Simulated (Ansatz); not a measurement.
# ZrS2 (P-3m1): all-electron equation of state

All numbers are computed with Ansatz 0.2.0 through its Python package. Level of theory: DFT LDA, all-electron LAPW.

## (1) Starting point

Symmetry: P-3m1, No. 164, trigonal system. Conventional cell: a = 3.691 Å, b = 3.691 Å, c = 6.041 Å, α = 90.00°, β = 90.00°, γ = 120.00°. Zr (site symmetry -3m) is surrounded by 6 S at 2.57 Å. Around S (site symmetry 3m) lie 3 Zr at 2.57 Å.

The script holds or builds the structure itself.

## (2) The script

Input file eos_lapw_zrs2.py:

```python
'''E(V) of ZrS2 on LAPW.'''

import ansatz as az
from ase.eos import EquationOfState
from ase.units import GPa
import numpy as np

vectors0 = np.array([
    [3.691383, 0.0, 0.0],
    [-1.845691, 3.196831, 0.0],
    [0.0, 0.0, 6.041077],
])
sites = [
    ('Zr', (0.0, 0.0, 0.0)),
    ('S', (2 / 3, 1 / 3, 0.76209)),
    ('S', (1 / 3, 2 / 3, 0.23791)),
]


def make_crystal(cell):
    crystal = az.Crystal(lattice=az.Lattice.of(cell))
    for symbol, position in sites:
        crystal = crystal.atom(symbol, position)
    return crystal


def main() -> None:
    volumes, energies = [], []
    for scale in np.linspace(0.92, 1.08, 5):
        cell = vectors0 * scale ** (1 / 3)
        job = (
            make_crystal(cell).calculation()
            .functional('lda')
            .occupations('fixed')
            .scf(tolerance=1e-07)
            .kpoints(6, 6, 4)
            .pseudopotentials('all_electron', lapw=True)
        )
        r = job.run(threads=1).report
        volumes.append(abs(np.linalg.det(cell)) / len(sites))
        energies.append(r['free_energy_ev'] / len(sites))
        print(f'{scale:.3f} {volumes[-1]:9.4f} A^3/atom {energies[-1]:16.5f} eV/atom  (estimated basis error {1000 * r["lapw_basis_errors"]["total_ev_per_atom"]:.2f} meV/atom)')
    v0, e0, bulk = EquationOfState(volumes, energies, eos='birchmurnaghan').fit()
    print(f'V0 = {v0:.4f} A^3/atom, B0 = {bulk / GPa:.1f} GPa')


if __name__ == '__main__':
    main()
```

## (3) The calls as engine input

The engine receives this input (first run):

```yaml
crystal:
  lattice:
    - [3.5901978590942396, 0.0, 0.0]
    - [-1.7950984432527066, 3.1092021099100515, 0.0]
    - [0.0, 0.0, 5.875483988527727]
  atoms:
    - { symbol: Zr, position: [0.0, 0.0, 0.0] }
    - { symbol: S, position: [0.6666666666666666, 0.3333333333333333, 0.76209] }
    - { symbol: S, position: [0.3333333333333333, 0.6666666666666666, 0.23791] }
kpoints:
  mp_grid:
    grid: [6, 6, 4]
hamiltonian:
  xc: lda
  pseudopotentials:
    kind: all_electron
    lapw: {}
scf:
  convergence:
    dr2_threshold: 1.0e-07
  occupations:
    method: fixed
```

## (4) Running it

Command:

```bash
python eos_lapw_zrs2.py
```

**Question.** How long does this script take on 1 thread of Arm Neoverse V2, shared host, and how much memory does it need?

About 51 s, with a peak of 0.42 GiB.
